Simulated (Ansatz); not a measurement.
# Ionic part of the dielectric constant of CuCl at 13.0 GPa, mode by mode

The calculation used DFT LDA, scalar-relativistic, plane waves, PAW in Ansatz 0.2.0. Plane waves to 420 eV; Γ-centred k mesh 10×10×10; fixed occupations. No spin polarisation. Phonons by linear response, acoustic sum rule imposed.

It takes space group F-43m (No. 216, cubic). Conventional cell: a = 4.991 Å, b = 4.991 Å, c = 4.991 Å, α = 90.00°, β = 90.00°, γ = 90.00°. Cu (site symmetry -43m) has 4 Cl at 2.16 Å as nearest neighbours. Cl (site symmetry -43m) has 4 Cu at 2.16 Å as nearest neighbours.

The cell is the ideal cubic zincblende prototype. The bands were filled as in an insulator; under compression the gap may have closed between mesh points.

The primitive cell has V = 31.09 Å³ and ε∞,zz = 5.625. Each polar mode adds Δε = (4.92064×10⁷/V)·S/ν² along z, with S its oscillator strength in e²/amu, ν in cm⁻¹ and V in Å³.

Problem. From these modes, find each Δε and ε0,zz.
```
ν (cm⁻¹) S_zz (e²/amu)
   270.9        0.02911
```

Solution.
```
ν (cm⁻¹)    Δε
   270.9  0.63
```

The sum is 0.628, so ε0,zz = 6.25; the run's tensor has 6.25.

Problem. Where do the longitudinal modes lie for a wave vector along z?

Solution. At 286 cm⁻¹. The Lyddane–Sachs–Teller product Π(ν_LO/ν_TO)² = 1.11 matches ε0/ε∞ = 1.11.